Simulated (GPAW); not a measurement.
Write an ASE script for GPAW 26.7.0 that does the following.

```yaml
Task: single point
Functional: PBE
Potentials_or_basis: GPAW PAW data sets (gpaw-data 1.2.1)
Cutoff: 500 eV
Basis: pw
k_mesh: 6 × 6 × 3
Occupations: fermi-dirac, width 0.05 eV
Spin: no spin polarisation
Maxiter: 75
```

The structure of ZnS (Wurtzite-2H) lies in ZnS.cif:

```cif
data_ZnS
_cell_length_a 3.81100000
_cell_length_b 3.81100000
_cell_length_c 6.23400000
_cell_angle_alpha 90.00000000
_cell_angle_beta 90.00000000
_cell_angle_gamma 120.00000000
_space_group_name_H-M_alt 'P6_3mc'
_space_group_name_Hall 'P 6c -2c'
_space_group_IT_number 186
loop_
_space_group_symop_operation_xyz
'x,y,z'
'x-y,x,z+1/2'
'-y,x-y,z'
'-x,-y,z+1/2'
'-x+y,-x,z'
'y,-x+y,z+1/2'
'y,x,z+1/2'
'x,x-y,z'
'x-y,-y,z+1/2'
'-y,-x,z'
'-x,-x+y,z+1/2'
'-x+y,y,z'
loop_
_atom_site_label
_atom_site_type_symbol
_atom_site_symmetry_multiplicity
_atom_site_Wyckoff_symbol
_atom_site_fract_x
_atom_site_fract_y
_atom_site_fract_z
_atom_site_occupancy
Zn1 Zn 2 b 0.6666666667 0.3333333333 0.5000000000 1
S1 S 2 b 0.6666666667 0.3333333333 0.8850000000 1
```

One way to write it, as run:

run.py

```python
from ase.dft.bandgap import bandgap
from ase.io import read, write
from ase.units import GPa
from gpaw import GPAW, PW

atoms = read('ZnS.cif')

calc = GPAW(mode=PW(500),
            xc='PBE',
            kpts={'size': (6, 6, 3), 'gamma': True},
            occupations={'name': 'fermi-dirac', 'width': 0.05},
            nbands=31,
            convergence={'density': 1e-05, 'energy': 1e-05},
            maxiter=75,
            txt='gpaw.txt')
atoms.calc = calc
energy = atoms.get_potential_energy()
forces = atoms.get_forces()
stress = atoms.get_stress()
calc.write('gs.gpw')
write('result.traj', atoms)
print(f'Energy: {energy:.6f} eV')
print('Forces (eV/A):')
print(forces.round(4))
print('Stress (GPa):', (stress / GPa).round(3))
print('Fermi level:', round(calc.get_fermi_level(), 4), 'eV')
print(f'Gap: {bandgap(calc)[0]:.4f} eV, direct: {bandgap(calc, direct=True)[0]:.4f} eV')
```

Potentials or basis: GPAW PAW data sets (gpaw-data 1.2.1), pw.

Run with:

```console
$ OMP_NUM_THREADS=1 python run.py
```

It gave:

- Pressure: 2.2 GPa
- Largest force: 0.329 eV/Å
- Band gap on the k mesh: 2.24 eV, direct

Caveat: the cutoff is short for stress and forces, so pressures can be off by a GPa or more.

Run time: 19 s on 1 thread of Intel(R) Xeon(R) Platinum 8259CL CPU @ 2.50GHz (Skylake/Cascade Lake), with other jobs on the host, peak memory 0.17 GiB.
